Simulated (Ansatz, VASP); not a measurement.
## B107N107O (V_B-O_N): VASP beside Ansatz

One calculation is typed for both programs; each brings its own data sets. How far apart do they land? The cell is taken from a series of runs on this material, whose earlier steps may have relaxed, scaled, displaced or heated it; both programs get it as it stands.

Method: plane waves, with VASP 6.6.1 beside it; single point at PBEsol, in Ansatz 0.2.0.

## (1) The structure

The cell holds 215 atoms: 107 B, 107 N and 1 O. Cell: a = 13.011 Å, b = 13.011 Å, c = 13.322 Å, α = 90.0°, β = 90.0°, γ = 120.0°. It derives from BN (BN (P6_3/mmc)). Nearest the centre at fractional (0.500, 0.500, 0.375): O215 at 0.82 Å, B53 at 1.92 Å, B52 at 1.92 Å, N194 at 2.06 Å, N172 at 2.06 Å, N160 at 2.58 Å, N159 at 2.59 Å, B87 at 2.60 Å.

## (2) Ansatz: single point, PBEsol

Ansatz runs on its default PAW (the set named soft_2) files.

With cell and atoms fixed, the geometry can't cause a difference; cores, projectors, grids and the points listed under the comparison can.

File input.yaml:

```yaml
crystal:
  lattice:
    - [11.268, 6.505584, 0.0]
    - [-11.268, 6.505584, 0.0]
    - [0.0, 0.0, 13.322]
  atoms:
    - { symbol: B, position: [-1.023311e-05, 0.2223664888, 0.12494719016] }
    - { symbol: B, position: [0.11109973702, 0.11125336376, 0.1250546917] }
    - { symbol: B, position: [0.22220567161, 0.00013826082, 0.12502081442] }
    - { symbol: B, position: [-0.001004079, 0.11044440729, 0.37472705397] }
    - { symbol: B, position: [0.11034881373, -0.0009067682, 0.37508945759] }
    - { symbol: B, position: [0.22021760583, 0.22031387787, 0.37496038525] }
    - { symbol: "N", position: [1.002673e-05, 0.11127072984, 0.12493765331] }
    - { symbol: "N", position: [0.11111175571, 0.00015875814, 0.12503517178] }
    - { symbol: "N", position: [0.22223059776, 0.22238443673, 0.12543479434] }
    - { symbol: "N", position: [-0.00108913613, 0.22141114731, 0.37482023726] }
    - { symbol: "N", position: [0.10973562846, 0.10983187643, 0.37490417788] }
    - { symbol: "N", position: [0.22131560213, -0.00099007879, 0.37502585035] }
    - { symbol: B, position: [2.217318e-05, 0.22230551379, 0.62488900347] }
    - { symbol: B, position: [0.11113786077, 0.11120148122, 0.62486368229] }
    - { symbol: B, position: [0.22224833488, 9.067128e-05, 0.62496109847] }
    - { symbol: B, position: [-0.00013692945, 0.11109873788, 0.87494968893] }
    - { symbol: B, position: [0.11097704941, -1.408792e-05, 0.87497504938] }
    - { symbol: B, position: [0.22209693938, 0.22221923823, 0.87496179282] }
    - { symbol: "N", position: [4.297445e-05, 0.11121239781, 0.62487488885] }
    - { symbol: "N", position: [0.11115284824, 0.00011068751, 0.62497560794] }
    - { symbol: "N", position: [0.22226973512, 0.22233335168, 0.62449295848] }
    - { symbol: "N", position: [-0.00012651277, 0.22222009314, 0.87494763994] }
    - { symbol: "N", position: [0.11098515553, 0.11110784243, 0.87496112253] }
    - { symbol: "N", position: [0.22209811958, -3.79194e-06, 0.87497387521] }
    - { symbol: B, position: [-7.573494e-05, 0.55569113174, 0.12512150258] }
    - { symbol: B, position: [0.11108973383, 0.44460950188, 0.12509540849] }
    - { symbol: B, position: [0.22225085685, 0.33352479848, 0.12545872267] }
    - { symbol: B, position: [-0.0007799435, 0.44352081217, 0.37514406783] }
    - { symbol: B, position: [0.10977456565, 0.33218317315, 0.37505394493] }
    - { symbol: B, position: [0.22177791355, 0.5537801218, 0.37522683348] }
    - { symbol: "N", position: [-3.796255e-05, 0.44457652804, 0.12510061329] }
    - { symbol: "N", position: [0.11110859504, 0.33348786722, 0.12520446743] }
    - { symbol: "N", position: [0.22218348517, 0.55569456038, 0.12516314207] }
    - { symbol: "N", position: [-0.00057665968, 0.55454488088, 0.37517706666] }
    - { symbol: "N", position: [0.1102748326, 0.44327370015, 0.37527321626] }
    - { symbol: "N", position: [0.22056871889, 0.33142361775, 0.37504765818] }
    - { symbol: B, position: [-3.87136e-05, 0.55563715237, 0.62510283199] }
    - { symbol: B, position: [0.11112550288, 0.44454957559, 0.62477190479] }
    - { symbol: B, position: [0.22228092038, 0.33346396245, 0.62441119009] }
    - { symbol: B, position: [-0.00012409309, 0.44444650024, 0.8749886623] }
    - { symbol: B, position: [0.11098728316, 0.33333154788, 0.87494802264] }
    - { symbol: B, position: [0.22211444601, 0.55555423289, 0.87493033133] }
    - { symbol: "N", position: [3.89e-06, 0.44452165281, 0.6249922808] }
    - { symbol: "N", position: [0.11114411474, 0.33343003918, 0.62465250862] }
    - { symbol: "N", position: [0.22222843389, 0.55564109785, 0.62453173036] }
    - { symbol: "N", position: [-0.00012054361, 0.55555411767, 0.87502196945] }
    - { symbol: "N", position: [0.11098874556, 0.44444060035, 0.87495552027] }
    - { symbol: "N", position: [0.22209769013, 0.33332944634, 0.87494253883] }
    - { symbol: B, position: [-4.378386e-05, 0.88901733841, 0.12501890615] }
    - { symbol: B, position: [0.1110482916, 0.7779043405, 0.12500510719] }
    - { symbol: B, position: [0.22217838998, 0.66680395057, 0.12496362199] }
    - { symbol: B, position: [0.00018136397, 0.77746995842, 0.37545160365] }
    - { symbol: B, position: [0.11062770515, 0.66543012799, 0.37509583031] }
    - { symbol: B, position: [0.22152744854, 0.88798868612, 0.37499259812] }
    - { symbol: "N", position: [-3.081032e-05, 0.77792179437, 0.12515994438] }
    - { symbol: "N", position: [0.11105541173, 0.66679741025, 0.12503208791] }
    - { symbol: "N", position: [0.2221910531, 0.88902472867, 0.12496423525] }
    - { symbol: "N", position: [-0.00023290285, 0.88837820325, 0.3753403329] }
    - { symbol: "N", position: [0.11083272668, 0.77676312026, 0.37516126864] }
    - { symbol: "N", position: [0.22161203468, 0.66506970489, 0.37498159202] }
    - { symbol: B, position: [-2.06259e-06, 0.88896768525, 0.62507379306] }
    - { symbol: B, position: [0.111093341, 0.777857101, 0.62510188087] }
[... 42 lines left out ...]
    - { symbol: "N", position: [0.55556931815, 0.55571806342, 0.12533928407] }
    - { symbol: "N", position: [0.33257248411, 0.55233809267, 0.3749955462] }
    - { symbol: O, position: [0.43721123556, 0.43731091998, 0.37495226451] }
    - { symbol: "N", position: [0.55224786773, 0.33267810081, 0.37486108263] }
    - { symbol: B, position: [0.33341775322, 0.55570721014, 0.62417738317] }
    - { symbol: B, position: [0.44468906752, 0.44474527404, 0.62415980536] }
    - { symbol: B, position: [0.55565681339, 0.33348943431, 0.62457852347] }
    - { symbol: B, position: [0.33322803336, 0.44445217276, 0.87494141846] }
    - { symbol: B, position: [0.444330435, 0.33334954285, 0.87499468892] }
    - { symbol: B, position: [0.55544852855, 0.5555694637, 0.87497401681] }
    - { symbol: "N", position: [0.3333939419, 0.44454235767, 0.62382941465] }
    - { symbol: "N", position: [0.44447877831, 0.33345320825, 0.62398376444] }
    - { symbol: "N", position: [0.5555947459, 0.55566446402, 0.62465985959] }
    - { symbol: "N", position: [0.33321087782, 0.5555476831, 0.87490362729] }
    - { symbol: "N", position: [0.44431579529, 0.44443745713, 0.87497352739] }
    - { symbol: "N", position: [0.55542600897, 0.33333276996, 0.87502798322] }
    - { symbol: B, position: [0.33330127736, 0.88899794659, 0.12485798975] }
    - { symbol: B, position: [0.44442283689, 0.77784493752, 0.12490615111] }
    - { symbol: B, position: [0.55556024846, 0.66675068388, 0.12583396055] }
    - { symbol: B, position: [0.33209285977, 0.77674305648, 0.37474729701] }
    - { symbol: B, position: [0.44226528519, 0.66459561233, 0.37326985114] }
    - { symbol: B, position: [0.55452666886, 0.8884096246, 0.37430158536] }
    - { symbol: "N", position: [0.33328336192, 0.77789699996, 0.12487953857] }
    - { symbol: "N", position: [0.44438371821, 0.66678384142, 0.12510066185] }
    - { symbol: "N", position: [0.55552932912, 0.88899600904, 0.12481178965] }
    - { symbol: "N", position: [0.33247747178, 0.88812084078, 0.37486638462] }
    - { symbol: "N", position: [0.4431120135, 0.77745677959, 0.37430301526] }
    - { symbol: "N", position: [0.55528623361, 0.67830455623, 0.36868768255] }
    - { symbol: B, position: [0.33334717849, 0.88895094954, 0.6248671069] }
    - { symbol: B, position: [0.44446890778, 0.77780435242, 0.62446470365] }
    - { symbol: B, position: [0.55560128608, 0.66667216022, 0.62401047519] }
    - { symbol: B, position: [0.33322400873, 0.77777062144, 0.87490993221] }
    - { symbol: B, position: [0.44434666092, 0.66666341823, 0.87489526789] }
    - { symbol: B, position: [0.55543631317, 0.88887938364, 0.87488286817] }
    - { symbol: "N", position: [0.333331407, 0.77784492277, 0.62467909755] }
    - { symbol: "N", position: [0.44444356876, 0.66673033888, 0.62419470232] }
    - { symbol: "N", position: [0.55556470634, 0.88894024421, 0.62459904216] }
    - { symbol: "N", position: [0.33321270739, 0.88888550147, 0.87492796273] }
    - { symbol: "N", position: [0.44432496789, 0.7777738042, 0.87487046141] }
    - { symbol: "N", position: [0.55543416924, 0.66666502342, 0.87488525345] }
    - { symbol: B, position: [0.66665217838, 0.2223366363, 0.12512813819] }
    - { symbol: B, position: [0.77775671163, 0.11121030207, 0.12481406456] }
    - { symbol: B, position: [0.88886801996, 0.00011590762, 0.12485120256] }
    - { symbol: B, position: [0.66533214527, 0.11072412406, 0.37474191338] }
    - { symbol: B, position: [0.7773725794, 0.00027809685, 0.37440696175] }
    - { symbol: B, position: [0.88789032028, 0.22162297222, 0.37483499185] }
    - { symbol: "N", position: [0.66664535302, 0.11121735039, 0.1248873755] }
    - { symbol: "N", position: [0.77777602814, 0.00013276299, 0.12480139073] }
    - { symbol: "N", position: [0.88887570694, 0.2223537329, 0.12492818297] }
    - { symbol: "N", position: [0.66497245314, 0.22170970351, 0.37485342507] }
    - { symbol: "N", position: [0.7766654493, 0.11092986132, 0.37468631528] }
    - { symbol: "N", position: [0.88828156848, -0.00013611865, 0.37452141092] }
    - { symbol: B, position: [0.66668782322, 0.22228177333, 0.62496894657] }
    - { symbol: B, position: [0.77778786918, 0.11114968887, 0.62491061057] }
    - { symbol: B, position: [0.88890009276, 5.663333e-05, 0.62490465755] }
    - { symbol: B, position: [0.66653825279, 0.11111253459, 0.87493550652] }
    - { symbol: B, position: [0.77764088695, -1.438367e-05, 0.87491124218] }
    - { symbol: B, position: [0.88875584348, 0.22222008859, 0.87495705411] }
    - { symbol: "N", position: [0.66668120326, 0.11115856464, 0.62488941631] }
    - { symbol: "N", position: [0.77780395853, 6.891166e-05, 0.62476397735] }
    - { symbol: "N", position: [0.88890999729, 0.22229300098, 0.62494306715] }
    - { symbol: "N", position: [0.66653956942, 0.22222503706, 0.87498745025] }
    - { symbol: "N", position: [0.77765115033, 0.11111191449, 0.87492623332] }
    - { symbol: "N", position: [0.88876260315, -2.16897e-06, 0.874934803] }
    - { symbol: B, position: [0.66657475338, 0.55571859625, 0.1259542129] }
    - { symbol: B, position: [0.77770486393, 0.44458492858, 0.12548022116] }
    - { symbol: B, position: [0.88884873175, 0.33346302529, 0.12505121808] }
    - { symbol: B, position: [0.66450626199, 0.44235766731, 0.37677055159] }
    - { symbol: B, position: [0.77664632279, 0.33218620533, 0.37509267] }
    - { symbol: B, position: [0.88831460687, 0.55462331143, 0.37557450459] }
    - { symbol: "N", position: [0.66663145511, 0.4445609233, 0.12576533784] }
    - { symbol: "N", position: [0.77774308477, 0.33344653017, 0.12524953791] }
    - { symbol: "N", position: [0.88883928889, 0.55568200142, 0.12533841747] }
    - { symbol: "N", position: [0.67823092064, 0.55536676038, 0.38177748727] }
    - { symbol: "N", position: [0.7773633166, 0.44320589294, 0.37556757905] }
    - { symbol: "N", position: [0.88802389949, 0.3325740281, 0.37497842457] }
    - { symbol: B, position: [0.66663073803, 0.55566005735, 0.62413469879] }
    - { symbol: B, position: [0.77772519955, 0.44452405182, 0.62504040245] }
    - { symbol: B, position: [0.88888211705, 0.33340324217, 0.62505279428] }
    - { symbol: B, position: [0.66654204379, 0.44446803962, 0.87504586445] }
    - { symbol: B, position: [0.77764832269, 0.33334538717, 0.87501819072] }
    - { symbol: B, position: [0.88875809697, 0.55555821721, 0.87504777209] }
    - { symbol: "N", position: [0.66666450517, 0.4444835217, 0.62488026378] }
    - { symbol: "N", position: [0.77778147958, 0.33338614886, 0.62504898344] }
    - { symbol: "N", position: [0.88887900353, 0.55562899335, 0.62512095415] }
    - { symbol: "N", position: [0.66654423246, 0.55555569752, 0.87505938444] }
    - { symbol: "N", position: [0.77765295401, 0.44444704159, 0.87506235818] }
    - { symbol: "N", position: [0.88876358221, 0.33333451509, 0.87499491633] }
    - { symbol: B, position: [0.66664066061, 0.88893269544, 0.1248559462] }
    - { symbol: B, position: [0.77769763913, 0.77786501322, 0.12519539538] }
    - { symbol: B, position: [0.88878133994, 0.66678968245, 0.12536536456] }
    - { symbol: B, position: [0.66828254621, 0.77875234236, 0.37335517935] }
    - { symbol: B, position: [0.77865349907, 0.66836762965, 0.37670866195] }
    - { symbol: B, position: [0.88909322264, 0.88918964274, 0.37494967267] }
    - { symbol: "N", position: [0.66668650878, 0.77793653788, 0.12502772599] }
    - { symbol: "N", position: [0.77776408748, 0.66682047149, 0.12551420636] }
    - { symbol: "N", position: [0.88889725582, 0.88905057609, 0.12499655328] }
    - { symbol: "N", position: [0.66623837572, 0.8898137438, 0.37421366362] }
    - { symbol: "N", position: [0.77870636726, 0.77879646927, 0.37500223466] }
    - { symbol: "N", position: [0.88971743894, 0.66633518432, 0.37567760942] }
    - { symbol: B, position: [0.66667130614, 0.88887947482, 0.62456991683] }
    - { symbol: B, position: [0.77774410067, 0.77779453635, 0.62474763372] }
    - { symbol: B, position: [0.88881179879, 0.66673905747, 0.62507978657] }
    - { symbol: B, position: [0.66653421828, 0.77775836206, 0.87491768643] }
    - { symbol: B, position: [0.77763719524, 0.6666556167, 0.87501900046] }
    - { symbol: B, position: [0.88874472809, 0.88886648787, 0.87496493572] }
    - { symbol: "N", position: [0.66670112414, 0.77786209285, 0.62443772542] }
    - { symbol: "N", position: [0.77781680301, 0.66678517422, 0.62493398153] }
    - { symbol: "N", position: [0.88893145317, 0.88899594903, 0.62493785355] }
    - { symbol: "N", position: [0.66654313898, 0.88888823649, 0.87488466494] }
    - { symbol: "N", position: [0.77765509087, 0.7777764445, 0.87497120943] }
    - { symbol: "N", position: [0.8887676599, 0.66666533309, 0.87504947153] }
  host:
    repeats: [3, 3, 2]
    atoms:
      - { symbol: B, position: [0.0, 0.66666667, 0.25] }
      - { symbol: B, position: [0.33333333, 0.33333333, 0.25] }
      # ... 10 more atoms of the perfect host
basis:
  ecutwfc: 420
  xc_grid: 2
hamiltonian:
  xc: pbesol
kpoints:
  mp_grid: { grid: [1, 1, 1] }
magnetization:
  spin_polarized: true
  initial_magnetization: 2
  spin_locking: { lock_magnetization: hard }
scf:
  occupations: { method: fermi_dirac, width: 0.01 }
  max_iter: 60
  n_extra_bands: 16
  lower_state_search: "off"
output:
  forces: true
checkpoint:
  read: "../exc.ground.q0_M2.run"
  write: "../exc0_q0_M2.ground.l0.25.run"
  compress: false
  write_wavefunctions: false
  write_every: 100000
```

Run with:

```sh
> ansatz run input.yaml --threads 12 --pin off --max-ram 56524MiB --backend cuda --events-out ev --progress --plain --runs-dir out
```

Numbers of over 12 decimals in the logs are rounded to 6 here.

Output:

```text
Warning: the band count 448 (scf.n_extra_bands) hosts the net moment |M| = 2.0000 μB (N_el = 862) but caps the reachable moment at 2·n_bands − N_el = 34.0000 μB, below the 647 bands that the automatic [...]
Warning: checkpoint.read: the run can stay near the saved state's solution: 215 site(s) moved relative to the saved geometry (max |Δs| = 6.467e-3 fractional); the SCF starts from the saved state under [...]
[...]
Engine: ansatz 0.2.0, aarch64-unknown-linux-gnu
[...]
Pseudopotential: B, paw, valence charge 3, recommended cutoff 420 eV (normal), B.paw.azcp
Pseudopotential: N, paw, valence charge 5, recommended cutoff 420 eV (normal), N.paw.azcp
Pseudopotential: O, paw, valence charge 6, recommended cutoff 420 eV (normal), O.paw.azcp
Functional definition: PBEsol
[...]
Crystal: 215 atoms, lattice volume = 1953.136 Å³
Basis set: ecut = 420 eV, 38193 PW (Γ), exchange–correlation on 180×180×180 points (8 copies of the dense FFT grid, shifted against one another)
Bands: 448, of which v1, the nominal top of the filled ones, is band 431 counted from 1 (430 counted from 0)
[...]
Space group: P1 (ITA 1), of the structure as read, at distance tolerance 1.3e-4 Å
[...]
k-points: 1
[...]
Functional: x = pbesol(κ = 0.804, μ = 0.123457), c = pbesol(β = 0.046)
[...]
SCF iter   1: F=—  HF=-57668.372024 eV  |F-HF|=—  |Δ(HF+E_count)|=         —  Δρ=2.40e-3 (↑1.89e-3 ↓2.40e-3)  dr2=6.64e-2  dr2_m=5.62e-2  M=2.000 μB ∫|m|=2.209 μB  β_m=0.30  ethr=7.76e-6  ⟨swp⟩=3.0  H [...]
[...]
SCF 1 converged in 8 iterations: F = -57668.425040 eV  dr2 = 7.16e-8
[...]
SCF converged after 8 iterations
[...]
```

(Continued in part 2 of 2.)

[Lines on the potential files, build, host, timing and source positions are cut from VASP's logs without a mark.]

[Logs are printed without paths, hosts, clocks, repeated set-up lines and the standing remarks that a program may print on its own settings, such as how far it seeks lower states.]

[Hosts, paths, dates, database ids (printed as entryN), source tags and the programs' standing remarks are cut or masked in the printed files.]
